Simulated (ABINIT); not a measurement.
Runs of ABINIT 10.8.3 (patched build) on HfN. The structure is cubic, space group F-43m (No. 216). The conventional cell has a = 4.910 Å, b = 4.910 Å, c = 4.910 Å, α = 90.00°, β = 90.00°, γ = 90.00°. Hf (site symmetry -43m) has 4 N at 2.13 Å as nearest neighbours. N (site symmetry -43m) is surrounded by 4 Hf at 2.13 Å. The cell comes from a database or a generator and needn't be the stable form of this composition.

| level | gap on the mesh (eV) | pressure (GPa) |
| --- | --- | --- |
| WC | none | (b) |
| AM05 | none | -5.6 |
| r2SCAN | none | -0.2 |
| BLYP | none | 5.4 |
| revPBE | none | (c) |
| SCAN | none | (a) |
| RPBE | none | 3.7 |
| PW91 | none | -0.3 |

Alike in all rows: task single point; potentials or basis JTH PAW PBE v2.0; no spin polarisation; cell as given; k mesh 9 × 9 × 9; cutoff (eV) 844; smearing fermi-dirac 0.05 eV.

Q: Estimate the missing entries.

A: (a) -3.2; (b) -4.9; (c) 2.8.

Caveats: the PAW data sets were made with another functional, which shifts forces and pressure a little.

A k mesh can miss the band edges, and the runs leave out spin-orbit coupling on Hf.

A gap of «none» marks a metal or a gap under the smearing width.

Runs at the PBE level aren't shown here.
